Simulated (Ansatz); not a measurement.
The system is SiO2.

```
Si O
1.0
     5.06907    0.00000    0.00000
    -2.53454    4.38995    0.00000
     0.00000    0.00000    8.55849
Si O
4 8
Direct
  0.33333 0.66667 0.43713
  0.33333 0.66667 0.06287
  0.66667 0.33333 0.56287
  0.66667 0.33333 0.93713
  0.42126 0.00000 0.00000
  0.33333 0.66667 0.25000
  0.66667 0.33333 0.75000
  0.00000 0.57874 0.50000
  0.57874 0.57874 0.00000
  0.57874 0.00000 0.50000
  0.42126 0.42126 0.50000
  0.00000 0.42126 0.00000
```

The cell comes from a database or a generator and needn't be the stable form of this composition.

```yaml
Program: Ansatz 0.2.0
Task: relaxation of cell and atoms
Functional: PBEsol
Dispersion: D3(BJ)
Potentials_or_basis: Ansatz PAW
Cutoff: "420 eV (not typed: the program's choice for these potentials)"
k_mesh: 6 × 6 × 3
Occupations: fermi-dirac, width 0.05 eV
Spin: no spin polarisation
```

At the start: volume 15.87 Å³/atom.

Where does the relaxation end?

It ends after 10 steps and the volume is 15.39 Å³/atom (-3.0 %); space group P6_322 (No. 182, to 0.05 Å).

The path:
```
step  energy change (eV)  largest force (eV/Å)  volume (Å³)
   1              0.0000                0.1457       190.45
   2             -0.0033                0.1173       190.83
   3             -0.0098                0.0502       191.17
   4             -0.0185                0.0459       190.29
   5             -0.0364                0.0285       188.10
   6             -0.0502                0.0252       185.22
   7             -0.0497                0.0015       185.48
   8             -0.0361                0.0010       185.48
   9             -0.0390                0.0008       184.74
  10             -0.0365                0.0008       184.74
```

Final structure:
```xyz
12
Lattice="4.9845 0.0000 0.0000 -2.4923 4.3167 0.0000 0.0000 0.0000 8.5856" Properties=species:S:1:pos:R:3 pbc="T T T"
Si    0.0000    2.8778    3.7517
Si    0.0000    2.8778    0.5411
Si    2.4923    1.4389    4.8339
Si    2.4923    1.4389    8.0445
O     1.9899    0.0000    0.0000
O     0.0000    2.8778    2.1464
O     2.4923    1.4389    6.4392
O    -1.4973    2.5934    4.2928
O     1.4973    2.5934    0.0000
O     2.9946    0.0000    4.2928
O     0.9949    1.7233    4.2928
O    -0.9949    1.7233    0.0000
```

Caveat: the plane-wave basis is chosen anew once the cell has moved, so the energies of steps on either side of that aren't comparable; the pressure holds a Pulay correction of +0.5 GPa for the finite cutoff; the PAW data sets come from PBE, with cores solved anew for the run's functional, which leaves a small shift of forces and pressure.
